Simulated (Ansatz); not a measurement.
A relaxation computed with Ansatz, from input to last step.

```yaml
crystal:
  lattice:
    - [2.4097862634, 0.0, 0.0]
    - [-1.2048931317, 2.0869361218, 0.0]
    - [0.0, 0.0, 3.81250277]
  atoms:
    - { symbol: Fe, position: [0.3333333333, 0.6666666667, 0.25] }
    - { symbol: Fe, position: [0.6666666667, 0.3333333333, 0.75] }
basis:
  ecutwfc: 420
kpoints:
  mp_grid: { grid: [21, 21, 12] }
hamiltonian:
  xc: pbe
scf:
  occupations: { method: gaussian, width: 0.1 }
output:
  forces: true
  stress: true
  eigenvalues: true
relax:
  adjacent_minimum: "off"
  f_tol: 0.01
  max_steps: 30
  cell: { stress_tol: 0.1, fix: [volume] }
```

```bash
ansatz run input.yaml --threads 1 --pin off --max-ram 2560MiB --backend cpu --events-out ev --progress --plain --runs-dir out
```

Method: Ansatz, DFT PBE, scalar-relativistic, plane waves, PAW.

The volume is held at 0.94 times that of the relaxed cell.

Of 4 frames 3 are shown, positions in Å and forces in eV/Å; the SCF threshold varies from step to step. Steps run on the plane waves of an earlier cell, with a Pulay correction in the pressure. The basis is chosen afresh for the last frame, the zero of the energies, and at times for earlier ones too; energy and pressure step there, also at an unchanged geometry. Spin polarisation was left out; whether the Fe atoms would carry moments isn't shown by this run.

```xyz
2
Lattice="2.4098 0.0000 0.0000 -1.2049 2.0869 0.0000 0.0000 0.0000 3.8125" Properties=species:S:1:pos:R:3:forces:R:3 pbc="T T T" step=1 free_energy_over_end_meV_per_atom=0.01 pressure_GPa=20.73
Fe    0.0000    1.3913    0.9531    0.0000    0.0000    0.0000
Fe    1.2049    0.6956    2.8594    0.0000    0.0000    0.0000
2
Lattice="2.4095 0.0000 0.0000 -1.2047 2.0867 0.0000 0.0000 0.0000 3.8135" Properties=species:S:1:pos:R:3:forces:R:3 pbc="T T T" step=2 free_energy_over_end_meV_per_atom=0.00 pressure_GPa=20.73
Fe    0.0000    1.3911    0.9534    0.0000    0.0000    0.0000
Fe    1.2047    0.6956    2.8601    0.0000    0.0000    0.0000
2
Lattice="2.4092 0.0000 0.0000 -1.2046 2.0864 0.0000 0.0000 0.0000 3.8144" Properties=species:S:1:pos:R:3:forces:R:3 pbc="T T T" step=4 free_energy_over_end_meV_per_atom=0.00 pressure_GPa=20.72
Fe    0.0000    1.3909    0.9536    0.0000    0.0000    0.0000
Fe    1.2046    0.6955    2.8608    0.0000    0.0000    0.0000
```

Time: 48 s on 1 thread of Arm Neoverse N1, on a shared host, peak memory 0.4 GiB.